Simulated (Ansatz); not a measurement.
Molecular dynamics on a 2×2×2 supercell (16 atoms) of BaO (Fm-3m), relaxed with r2SCAN. Forces come from r2SCAN in Ansatz: a Nosé-Hoover thermostat at fixed volume, 200 K, steps of 1.5 fs. Computed, non-magnetic; the trajectory is short and the cell small, so nothing here is a converged average.

```yaml
crystal:
  lattice:
    - [0.0, 5.5438856933, 5.5438856933]
    - [5.5438856933, 0.0, 5.5438856933]
    - [5.5438856933, 5.5438856933, 0.0]
  atoms:
    - { symbol: Ba, position: [0.0, 0.0, 0.0] }
    - { symbol: O, position: [0.25, 0.25, 0.25] }
    - { symbol: Ba, position: [0.0, 0.0, 0.5] }
    - { symbol: O, position: [0.25, 0.25, 0.75] }
    - { symbol: Ba, position: [0.0, 0.5, 0.0] }
    - { symbol: O, position: [0.25, 0.75, 0.25] }
    - { symbol: Ba, position: [0.0, 0.5, 0.5] }
    - { symbol: O, position: [0.25, 0.75, 0.75] }
    - { symbol: Ba, position: [0.5, 0.0, 0.0] }
    - { symbol: O, position: [0.75, 0.25, 0.25] }
    - { symbol: Ba, position: [0.5, 0.0, 0.5] }
    - { symbol: O, position: [0.75, 0.25, 0.75] }
    - { symbol: Ba, position: [0.5, 0.5, 0.0] }
    - { symbol: O, position: [0.75, 0.75, 0.25] }
    - { symbol: Ba, position: [0.5, 0.5, 0.5] }
    - { symbol: O, position: [0.75, 0.75, 0.75] }
kpoints:
  mp_grid: { grid: [2, 2, 2] }
hamiltonian:
  xc: r2scan
scf:
  occupations: { method: fermi_dirac, width: 0.02 }
md:
  ensemble: nvt_nose_hoover
  temperature: 200
  timestep: 1.5
  n_steps: 20
  initial_velocities: maxwell_boltzmann
  seed: 2660
```

Command: `ansatz run input.yaml --threads 4 --pin off --max-ram 3686MiB --backend cpu --events-out ev --progress --plain --runs-dir out`.

Q: It ran on 4 threads of Arm Neoverse V1, with other jobs on the host, load about 0.5 per core. About how long did it take, and how much host memory at the peak?

A: About 2.5 min, with a peak of 2 GiB.

```csv
step,t (fs),T (K),free energy F from step 0 (meV/atom),kinetic energy (meV/atom),largest force (eV/Å)
0,0,200,0.0,24.2,0.00
1,1.5,199,0.1,24.1,0.07
2,3,196,0.5,23.8,0.14
3,4.5,192,1.0,23.2,0.20
4,6,186,1.7,22.5,0.27
5,7.5,178,2.6,21.6,0.33
6,9,170,3.7,20.6,0.39
7,10.5,161,4.8,19.5,0.44
8,12,151,5.9,18.4,0.49
9,13.5,142,7.1,17.2,0.53
10,15,133,8.2,16.1,0.57
11,16.5,125,9.2,15.1,0.60
12,18,117,10.1,14.2,0.62
13,19.5,111,10.9,13.4,0.64
14,21,106,11.5,12.8,0.65
15,22.5,102,12.0,12.4,0.66
16,24,100,12.3,12.1,0.65
17,25.5,99,12.4,12.0,0.64
18,27,100,12.3,12.1,0.62
19,28.5,101,12.2,12.3,0.60
20,30,104,11.9,12.6,0.57
```

The temperature starts at 200 K, is lowest at step 17 (99 K, 25.5 fs) and ends at 104 K. The thermostat hasn't had time to restore it. The atoms start on their lattice sites with kinetic energy alone, so much of it first passes into potential energy. By the last step the atoms have moved 0.09 Å in the root mean square, the drift of the whole cell taken out, 0.16 Å at most.

Positions (Å) and forces (eV/Å) at step 20:
```
Ba  -0.034  -0.019   0.013     0.052   0.075  -0.068
O    2.796   2.637   2.774    -0.011   0.412  -0.173
Ba   2.774   2.766  -0.050     0.038  -0.021   0.202
O    5.543   5.609   2.887    -0.152  -0.163  -0.521
Ba   2.787  -0.015   2.745     0.008   0.044  -0.012
O    5.516   2.892   5.423     0.117  -0.528   0.139
Ba   5.513   2.787   2.813    -0.114  -0.068  -0.153
O    8.371   5.479   5.539     0.238   0.149   0.141
Ba   0.041   2.780   2.788    -0.030  -0.014  -0.173
O    2.873   5.626   5.507    -0.429  -0.189  -0.082
Ba   2.780   5.589   2.795     0.005  -0.151   0.020
O    5.558   8.284   5.443    -0.053   0.466   0.135
Ba   2.732   2.744   5.558     0.211   0.106  -0.179
O    5.498   5.541   8.335     0.280   0.098   0.331
Ba   5.567   5.539   5.544    -0.082   0.072   0.116
O    8.339   8.328   8.186    -0.078  -0.287   0.277
```
